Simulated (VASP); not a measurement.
Set up this calculation in VASP 6.6.1, as the native input.

| Item | Value |
| --- | --- |
| Task | band structure |
| Functional | TB-mBJ |
| Potentials or basis | VASP PAW PBE potentials, release 64 (Hf_pv, O) |
| Cutoff | 520 eV |
| k mesh | 6 × 6 × 8 |
| Occupations | gaussian, width 0.02 eV |
| Spin | no spin polarisation |
| Ladder | gaps |
| Further INCAR settings | ALGO = Normal; EDIFF = 1e-06 |

The system is HfO2.

```
Hf O
1.0
     4.81353    0.00000    0.00000
     0.00000    4.81353    0.00000
     0.00000    0.00000    3.20542
Hf O
2 4
Direct
  0.50000 0.50000 0.50000
  0.00000 0.00000 0.00000
  0.80504 0.19496 0.50000
  0.69496 0.69496 0.00000
  0.30504 0.30504 0.00000
  0.19496 0.80504 0.50000
```

Measurements of this composition are mostly on another form, of space group No. 14.

One way to write it, as run:

POSCAR

```
HfO2
1.0
    4.8135329900      0.0000000000      0.0000000000
    0.0000000000      4.8135329900      0.0000000000
    0.0000000000      0.0000000000      3.2054154100
Hf O
2 4
Direct
    0.5000000000      0.5000000000      0.5000000000
    0.0000000000      0.0000000000      0.0000000000
    0.8050448800      0.1949551200      0.5000000000
    0.6949551200      0.6949551200      0.0000000000
    0.3050448800      0.3050448800      0.0000000000
    0.1949551200      0.8050448800      0.5000000000
```

INCAR.step1

```
  PREC = Accurate
  ENCUT = 520
  EDIFF = 1E-5
  ISMEAR = 0
  SIGMA = 0.02
  LREAL = False
  LASPH = True
  NELM = 100
  ALGO = Normal
  ISIF = 2
  LWAVE = True
  LCHARG = False
  LMAXMIX = 4
  GGA = PE
  KPAR = 2
```

INCAR.step2

```
  PREC = Accurate
  ENCUT = 520
  EDIFF = 1E-6
  ISMEAR = 0
  SIGMA = 0.02
  LREAL = False
  LASPH = True
  NELM = 100
  ALGO = Normal
  ISIF = 2
  LWAVE = False
  LCHARG = False
  LMAXMIX = 4
  METAGGA = MBJ
  ISTART = 1
  KPAR = 2
```

KPOINTS

```
Automatic mesh
0
Gamma
  6 6 8
```

KPOINTS_OPT

```
path GXMGZRAZ,XR,MA
20
line-mode
reciprocal
 0.0000000000  0.0000000000  0.0000000000  G
 0.0000000000  0.5000000000  0.0000000000  X

 0.0000000000  0.5000000000  0.0000000000  X
 0.5000000000  0.5000000000  0.0000000000  M

 0.5000000000  0.5000000000  0.0000000000  M
 0.0000000000  0.0000000000  0.0000000000  G

 0.0000000000  0.0000000000  0.0000000000  G
 0.0000000000  0.0000000000  0.5000000000  Z

 0.0000000000  0.0000000000  0.5000000000  Z
 0.0000000000  0.5000000000  0.5000000000  R

 0.0000000000  0.5000000000  0.5000000000  R
 0.5000000000  0.5000000000  0.5000000000  A

 0.5000000000  0.5000000000  0.5000000000  A
 0.0000000000  0.0000000000  0.5000000000  Z

 0.0000000000  0.5000000000  0.0000000000  X
 0.0000000000  0.5000000000  0.5000000000  R

 0.5000000000  0.5000000000  0.0000000000  M
 0.5000000000  0.5000000000  0.5000000000  A
```

Potentials or basis: VASP PAW PBE potentials, release 64 (Hf_pv, O).

Launch:

```sh
$ cat potpaw_PBE.64/Hf_pv/POTCAR potpaw_PBE.64/O/POTCAR > POTCAR
$ cp INCAR.step1 INCAR
$ mpirun -np 2 vasp_std > vasp.out
$ cp INCAR.step2 INCAR
$ mpirun -np 2 vasp_std > vasp.out
```

It gave:

```yaml
Band_gap_on_the_k_mesh: 5.70 eV, direct
Band_gap_along_the_path: 5.70 eV, direct
```

Caveat: spin-orbit coupling is left out, which moves the levels of the heavy elements.

It took 7.8 min on 2 MPI ranks on AMD EPYC 7R43 64-Core Processor (Zen 3) (shared host), peak memory 0.25 GiB a rank.
